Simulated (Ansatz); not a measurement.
AlGaN2:

```xyz
4
Lattice="3.1409 0.0000 0.0000 0.0000 3.1409 0.0000 0.0000 0.0000 4.4238" Properties=species:S:1:pos:R:3 pbc="T T T"
Ga    0.0000    0.0000    0.0000
Al    1.5704    1.5704    2.2119
N     0.0000    1.5704    1.1579
N     1.5704    0.0000    3.2660
```

The cell comes from a database or a generator and needn't be the stable form of this composition.

Base run:

| Item | Value |
| --- | --- |
| Program | Ansatz 0.2.0 |
| Functional | HSE06 |
| Potentials or basis | Ansatz PAW |
| Cutoff | 420 eV |
| Density cutoff | 1680 eV |
| k mesh | 6 × 6 × 4 |
| Occupations | fermi-dirac, width 0.05 eV |
| Spin | no spin polarisation |

Its results: band gap on the k mesh 4.15 eV, direct; largest force 0.124 eV/Å.

Problem. The run is repeated on the same cell with these changes: functional from HSE06 to PBE0. What comes out?

Solution. Band gap on the k mesh 4.85 eV, direct; largest force 0.128 eV/Å.

Caveats: the PAW data sets come from PBE, with cores solved anew for the run's functional, which leaves a small shift of forces and pressure.

Not every run made on this cell is shown here.
